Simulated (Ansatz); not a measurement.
TaN:

```
Ta N
1.0
     2.92177    0.00000    0.00000
    -1.46088    2.53033    0.00000
     0.00000    0.00000    5.91652
Ta N
2 2
Direct
  0.00000 0.00000 0.50000
  0.00000 0.00000 0.00000
  0.33333 0.66667 0.25000
  0.66667 0.33333 0.75000
```

The cell comes from a database or a generator and needn't be the stable form of this composition.

| Item | Value |
| --- | --- |
| Program | Ansatz 0.2.0 |
| Task | relaxation of cell and atoms |
| Functional | BLYP |
| Potentials or basis | Ansatz PAW |
| Cutoff | 420 eV (not typed: the program's choice for these potentials) |
| k mesh | 10 × 10 × 5 |
| Occupations | fermi-dirac, width 0.05 eV |
| Spin | no spin polarisation |

At the start: volume 10.94 Å³/atom.

Task: How do energy, volume and symmetry change on relaxing?

Result: It ends after 7 steps and the volume is 11.28 Å³/atom (+3.2 %); space group P6_3/mmc (No. 194, to 0.05 Å).

The path:
```
step  energy change (eV)  largest force (eV/Å)  volume (Å³)
   1              0.0000                0.0000        43.74
   2              0.0001                0.0000        46.03
   3             -0.0360                0.0000        45.17
   4             -0.0364                0.0000        45.10
   5             -0.0416                0.0000        45.10
   6             -0.0415                0.0000        45.12
   7             -0.0416                0.0000        45.12
```

Final structure:
```
Ta N
1.0
     2.95543    0.00000    0.00000
    -1.47772    2.55948    0.00000
     0.00000    0.00000    5.96514
Ta N
2 2
Cartesian
  0.0000 0.0000 2.9826
  0.0000 0.0000 0.0000
  0.0000 1.7063 1.4913
  1.4777 0.8532 4.4739
```

Caveat: the plane-wave basis is chosen anew once the cell has moved, so the energies of steps on either side of that aren't comparable; the pressure holds a Pulay correction of +0.5 GPa for the finite cutoff; the PAW data sets come from PBE, with cores solved anew for the run's functional, which leaves a small shift of forces and pressure.
